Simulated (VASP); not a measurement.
A run of VASP 6.6.1 is set up as follows.

Contents of INCAR:

```
SYSTEM = Mg2ZnO3
ALGO     = Normal         ! electronic algorithm
EDIFF    = 1E-6           ! SCF threshold, eV
ENCUT    = 520            ! plane-wave cutoff, eV
ISIF     = 2              ! what is computed and relaxed
ISMEAR   = 0              ! smearing method
KPAR     = 4            
LASPH    = .True.         ! aspherical terms in the spheres
LCHARG   = .False.        ! write CHGCAR
LMIXTAU  = .True.       
LREAL    = .False.        ! projectors in reciprocal space
LWAVE    = .False.        ! write WAVECAR
METAGGA  = R2SCAN         ! meta-GGA
NBANDS   = 26             ! bands
NELM     = 150            ! most SCF steps
PREC     = Accurate       ! precision mode
SIGMA    = 0.03           ! smearing width, eV
```

KPOINTS

```
k-points
0
Gamma
  10 10 10
  0 0 0
```

File POSCAR:

```
Mg2ZnO3
1.0
   -1.5142800000      2.1377000000      4.5355900000
    1.5142800000     -2.1377000000      4.5355900000
    1.5142800000      2.1377000000     -4.5355900000
Mg Zn O
2 1 3
Direct
    0.3343660000      0.3343660000      0.0000000000
    0.6656340000      0.6656340000      0.0000000000
    0.0000000000      0.0000000000      0.0000000000
    0.1715510000      0.6715510000      0.5000000000
    0.8284490000      0.3284490000      0.5000000000
    0.5000000000      0.0000000000      0.5000000000
```

Potentials or basis: VASP PAW PBE potentials, release 64 (Mg, Zn, O).

Run with:

```sh
$ cat potpaw_PBE.64/Mg/POTCAR potpaw_PBE.64/Zn/POTCAR potpaw_PBE.64/O/POTCAR > POTCAR
$ mpirun -np 4 vasp_std > vasp.out
```

Problem. What does it give for the pressure?

Solution. -6.3 GPa.

Problem. Predict the band gap on the k mesh.

Solution. 3.38 eV, indirect (least direct gap 4.03 eV).

Stress tensor (GPa, compression positive):
```
-6.37  0.00  0.00
 0.00 -6.36  0.00
 0.00  0.00 -6.26
```

Caveat: the PAW data sets were made with another functional, which shifts forces and pressure a little. A k mesh can miss the band edges.
